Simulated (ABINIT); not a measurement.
# FeO (Wuestite) (R-3m) in ABINIT: a series of runs

Aim: see how the results for FeO (Wuestite) move with the level of theory and the settings. Levels: PBE, PBEsol. Tasks: equation of state.

Program: ABINIT 10.8.3 (patched build). These are calculated values, not measurements. Logs are shortened: lines on timing, memory, paths and dates and some standing lists are left out, and cuts for length are marked. The log counts tension as positive stress, the text compression.

### Step 1. Starting point

The structure is trigonal, space group R-3m (No. 166). Conventional cell: a = 3.038 Å, b = 3.038 Å, c = 7.559 Å, α = 90.00°, β = 90.00°, γ = 120.00°. Fe (site symmetry -3m) has 6 O at 2.16 Å as nearest neighbours. O (site symmetry -3m) has 6 Fe at 2.16 Å as nearest neighbours.

### Step 2. Equation of state, PBE, collinear spin, ferromagnetic start

run.abi reads:

```
# Datasets: one volume each
ndtset 7
scalecart1 3*0.9795861087
scalecart2 3*0.9864848297
scalecart3 3*0.9932883884
scalecart4 3*1.0000000000
scalecart5 3*1.0066227096
scalecart6 3*1.0131594038
scalecart7 3*1.0196128224

# Pseudopotentials
pp_dirpath "./"
pseudos "Fe.GGA_PBE-JTH.xml, O.GGA_PBE-JTH.xml"

# Structure
acell 3*1.0 Angstrom
rprim
     1.5188209023     0.8768916568     2.5195772846
    -1.5188209023     0.8768916568     2.5195772846
     0.0000000000    -1.7537833136     2.5195772846
ntypat 2
znucl 26 8
natom 2
typat 1 2
xred
     0.0000000000     0.0000000000     0.0000000000
     0.5000000000     0.5000000000     0.5000000000

# Plane-wave basis
ecut 707.496042 eV
pawecutdg 48.0
pawxcdev 0

# k points
kptopt 1
ngkpt 11 11 11
nshiftk 1
shiftk 0.0 0.0 0.0

# Exchange and correlation
ixc 11

# Bands and occupations
nband 16
occopt 3
tsmear 0.05 eV

# Spin
nsppol 2
spinat
     0.0000000000     0.0000000000     3.0000000000
     0.0000000000     0.0000000000     0.0000000000

# SCF cycle
nstep 100
tolvrs 1.0e-9

# Output
iomode 3
prtwf 0
prtden 0
prteig 0
prtebands 0
enunit 1
```

Potentials or basis: JTH PAW PBE v2.0.

Command:

```
> mpirun --bind-to none -np 4 abinit run.abi > log 2>&1
```

run.abo:

```text
.Version 10.8.3 of ABINIT
 DATASET    1 : space group R-3 m (#166); Bravais hR (rhombohedral)
================================================================================
 Values of the parameters that define the memory need for DATASET  1.
     intxc =       0    ionmov =       0      iscf =      17    lmnmax =      18
     lnmax =       6     mgfft =      30  mpssoang =       3    mqgrid =    3001
     natom =       2  nloc_mem =       2    nspden =       2   nspinor =       1
    nsppol =       2      nsym =      12    n1xccc =       1    ntypat =       2
    occopt =       3   xclevel =       2
       mpw =         828          nfft =       27000          nkpt =         146
Pmy_natom=         1
 PAW method is used; the additional fine FFT grid is defined by:
   mgfftf=        36    nfftf =     46656
================================================================================
================================================================================
[... 77 lines left out ...]
================================================================================
 Values of the parameters that define the memory need for DATASET  7.
     intxc =       0    ionmov =       0      iscf =      17    lmnmax =      18
     lnmax =       6     mgfft =      30  mpssoang =       3    mqgrid =    3001
     natom =       2  nloc_mem =       2    nspden =       2   nspinor =       1
    nsppol =       2      nsym =      12    n1xccc =       1    ntypat =       2
    occopt =       3   xclevel =       2
       mpw =         925          nfft =       27000          nkpt =         146
Pmy_natom=         1
 PAW method is used; the additional fine FFT grid is defined by:
   mgfftf=        40    nfftf =     64000
================================================================================
================================================================================

--------------------------------------------------------------------------------
------------- Echo of variables that govern the present computation ------------
--------------------------------------------------------------------------------
 -outvars: echo values of preprocessed input variables --------
            acell      1.8897261259E+00  1.8897261259E+00  1.8897261259E+00 Bohr
              amu      5.58470000E+01  1.59994000E+01
             ecut      2.60000000E+01 Hartree
           enunit           1
                       outvar_i_n : Printing only first  50 k-points.
              ixc          11
           jdtset        1    2    3    4    5    6    7
                       outvar_i_n : Printing only first  50 k-points.
         kptrlatt       11    0    0      0   11    0      0    0   11
          kptrlen1     6.18544189E+01
          kptrlen2     6.22900278E+01
          kptrlen3     6.27196277E+01
          kptrlen4     6.31434219E+01
          kptrlen5     6.35616024E+01
          kptrlen6     6.39743517E+01
          kptrlen7     6.43818426E+01
[... 241 lines left out ...]
 chkinp: Checking input parameters for consistency, jdtset=   2.
[... 46 lines left out ...]
 getcut: wavevector=  0.0000  0.0000  0.0000  ngfft=  36  36  36
         ecut(hartree)=     48.000   => boxcut(ratio)=   2.03144

--- Pseudopotential description ------------------------------------------------
- pspini: atom type   1  psp file is ./Fe.GGA_PBE-JTH.xml
 Pseudopotential format is: paw10
 basis_size (lnmax)=  6 (lmn_size= 18), orbitals=   0   0   1   1   2   2
 Spheres core radius: rc_sph= 2.11531574
 Shapefunction is SIN type: shapef(r)=[sin(pi*r/rshp)/(pi*r/rshp)]**2
 Radius for shape functions =  1.80687083
 Compensation charge density is not taken into account in XC energy/potential

- pspini: atom type   2  psp file is ./O.GGA_PBE-JTH.xml
 Pseudopotential format is: paw10
 basis_size (lnmax)=  4 (lmn_size=  8), orbitals=   0   0   1   1
 Spheres core radius: rc_sph= 1.41465230
 Shapefunction is SIN type: shapef(r)=[sin(pi*r/rshp)/(pi*r/rshp)]**2
 Radius for shape functions =  1.20231231
 Compensation charge density is not taken into account in XC energy/potential

   7.84782077E+02                                ecore*ucvol(ha*bohr**3)
--------------------------------------------------------------------------------

================================================================================

--- !BeginCycle
iteration_state: {dtset: 1, }
solver: {iscf: 17, nstep: 100, nline: 4, wfoptalg: 10, }
tolerances: {tolvrs: 1.00E-09, }
...
[... 1404 lines left out ...]
-Cartesian components of stress tensor (GPa)         [Pressure= -1.0970E+01 GPa]
- sigma(1 1)=  1.06170544E+01  sigma(3 2)=  0.00000000E+00
- sigma(2 2)=  1.06170544E+01  sigma(3 1)=  0.00000000E+00
- sigma(3 3)=  1.16749741E+01  sigma(2 1)=  0.00000000E+00

== END DATASET(S) ==============================================================
================================================================================

 -outvars: echo values of variables after computation  --------
            acell      1.8897261259E+00  1.8897261259E+00  1.8897261259E+00 Bohr
           etotal1    -1.4057406662E+02
           etotal2    -1.4057490330E+02
           etotal3    -1.4057532354E+02
           etotal4    -1.4057537578E+02
           etotal5    -1.4057509439E+02
           etotal6    -1.4057451539E+02
           etotal7    -1.4057366854E+02
            fcart1    -0.0000000000E+00 -0.0000000000E+00 -0.0000000000E+00
                      -0.0000000000E+00 -0.0000000000E+00 -0.0000000000E+00
            fcart2    -0.0000000000E+00 -0.0000000000E+00 -0.0000000000E+00
                      -0.0000000000E+00 -0.0000000000E+00 -0.0000000000E+00
            fcart3    -0.0000000000E+00 -0.0000000000E+00 -0.0000000000E+00
                      -0.0000000000E+00 -0.0000000000E+00 -0.0000000000E+00
            fcart4    -0.0000000000E+00 -0.0000000000E+00 -0.0000000000E+00
                      -0.0000000000E+00 -0.0000000000E+00 -0.0000000000E+00
            fcart5    -0.0000000000E+00 -0.0000000000E+00 -0.0000000000E+00
                      -0.0000000000E+00 -0.0000000000E+00 -0.0000000000E+00
[... 38 lines left out ...]
                       0.0000000000E+00  0.0000000000E+00  0.0000000000E+00
           xangst1     0.0000000000E+00  0.0000000000E+00  0.0000000000E+00
                       0.0000000000E+00  0.0000000000E+00  3.7022143617E+00
           xangst2     0.0000000000E+00  0.0000000000E+00  0.0000000000E+00
                       3.4328932087E-17 -2.1462176965E-17  3.7282871528E+00
           xangst3     0.0000000000E+00  0.0000000000E+00  0.0000000000E+00
                       0.0000000000E+00  0.0000000000E+00  3.7540002907E+00
           xangst4     0.0000000000E+00  0.0000000000E+00  0.0000000000E+00
                       3.3189447850E-17 -2.0146413902E-17  3.7793659269E+00
           xangst5     0.0000000000E+00  0.0000000000E+00  0.0000000000E+00
                       3.2631077291E-17 -1.9501663117E-17  3.8043955699E+00
           xangst6     0.0000000000E+00  0.0000000000E+00  0.0000000000E+00
                       0.0000000000E+00  0.0000000000E+00  3.8291001292E+00
           xangst7     0.0000000000E+00  0.0000000000E+00  0.0000000000E+00
                       0.0000000000E+00  0.0000000000E+00  3.8534899596E+00
             xred      0.0000000000E+00  0.0000000000E+00  0.0000000000E+00
                       5.0000000000E-01  5.0000000000E-01  5.0000000000E-01
 Calculation completed.
```

It took 7.7 min on 4 MPI ranks of Arm Neoverse V2, shared host; peak memory 0.76 GiB.

What came out:

* Equilibrium volume: 10.00 Å³/atom
* Bulk modulus at fixed shape and positions: 186 GPa
* Pressure derivative of the bulk modulus: 4.4

Energy against volume, from the lowest point:
```csv
volume (Å³/atom),energy (meV/atom)
9.463,17.81
9.664,6.43
9.866,0.71
10.067,0.00
10.268,3.83
10.470,11.71
10.671,23.23
```

Caveat: pressures at fixed basis lie under the slope of the energies; the cell was scaled at fixed shape and fractional positions, which overstates the stiffness of a crystal with free parameters, most of all of layers and chains.

### Step 3. Equation of state, PBEsol, collinear spin, ferromagnetic start

Changes to run.abi since step 2:

```diff
@@ -29,3 +29,3 @@
 # Plane-wave basis
-ecut 707.496042 eV
+ecut 26.0
 pawecutdg 48.0
@@ -40,3 +40,3 @@
 # Exchange and correlation
-ixc 11
+ixc -116133
 
@@ -63,2 +63,2 @@
 prtebands 0
-enunit 1
+enunit 2
```

Potentials or basis: JTH PAW PBE v2.0.

Command:

```
> mpirun --bind-to none -np 4 abinit run.abi > log 2>&1
```

run.abo:

```text
.Version 10.8.3 of ABINIT
 DATASET    1 : space group R-3 m (#166); Bravais hR (rhombohedral)
================================================================================
 Values of the parameters that define the memory need for DATASET  1.
     intxc =       0    ionmov =       0      iscf =      17    lmnmax =      18
     lnmax =       6     mgfft =      30  mpssoang =       3    mqgrid =    3001
     natom =       2  nloc_mem =       2    nspden =       2   nspinor =       1
    nsppol =       2      nsym =      12    n1xccc =       1    ntypat =       2
    occopt =       3   xclevel =       2
       mpw =         828          nfft =       27000          nkpt =         146
Pmy_natom=         1
 PAW method is used; the additional fine FFT grid is defined by:
   mgfftf=        36    nfftf =     46656
================================================================================
================================================================================
[... 77 lines left out ...]
================================================================================
[... 1897 lines left out ...]
            fcart5    -0.0000000000E+00 -0.0000000000E+00 -0.0000000000E+00
                      -0.0000000000E+00 -0.0000000000E+00 -0.0000000000E+00
[... 38 lines left out ...]
                       0.0000000000E+00  0.0000000000E+00  0.0000000000E+00
           xangst1     0.0000000000E+00  0.0000000000E+00  0.0000000000E+00
                       0.0000000000E+00  0.0000000000E+00  3.7022143617E+00
           xangst2     0.0000000000E+00  0.0000000000E+00  0.0000000000E+00
                       3.4328932087E-17 -2.1462176965E-17  3.7282871528E+00
           xangst3     0.0000000000E+00  0.0000000000E+00  0.0000000000E+00
                       0.0000000000E+00  0.0000000000E+00  3.7540002907E+00
           xangst4     0.0000000000E+00  0.0000000000E+00  0.0000000000E+00
                       3.3189447850E-17 -2.0146413902E-17  3.7793659269E+00
           xangst5     0.0000000000E+00  0.0000000000E+00  0.0000000000E+00
                       3.2631077291E-17 -1.9501663117E-17  3.8043955699E+00
           xangst6     0.0000000000E+00  0.0000000000E+00  0.0000000000E+00
                       0.0000000000E+00  0.0000000000E+00  3.8291001292E+00
           xangst7     0.0000000000E+00  0.0000000000E+00  0.0000000000E+00
                       0.0000000000E+00  0.0000000000E+00  3.8534899596E+00
             xred      0.0000000000E+00  0.0000000000E+00  0.0000000000E+00
                       5.0000000000E-01  5.0000000000E-01  5.0000000000E-01
 Calculation completed.
```

Wall time 9.7 min (4 MPI ranks of Arm Neoverse V1, shared host); peak memory 0.76 GiB.

What came out:

```
Equilibrium volume                        : 9.57 Å³/atom
Bulk modulus at fixed shape and positions : 208 GPa
Pressure derivative of the bulk modulus   : 4.4
```

Energy against volume, from the lowest point:
| volume (Å³/atom) | energy (meV/atom) |
| --- | --- |
| 9.463 | 0.28 |
| 9.664 | 0.00 |
| 9.866 | 4.98 |
| 10.067 | 14.59 |
| 10.268 | 28.40 |
| 10.470 | 45.93 |
| 10.671 | 66.78 |

Caveat: pressures at fixed basis lie under the slope of the energies; the cell was scaled at fixed shape and fractional positions, which overstates the stiffness of a crystal with free parameters, most of all of layers and chains; the PAW data sets were made with another functional, which shifts forces and pressure a little.

### Step 4. Against experiment

Step 2. The cell as given is a measured one (10.07 Å³/atom); PBE puts the equilibrium volume -0.7 % from it, thermal expansion not counted.

Step 3. The cell as given is a measured one (10.07 Å³/atom); PBEsol puts the equilibrium volume -4.9 % from it, thermal expansion not counted.
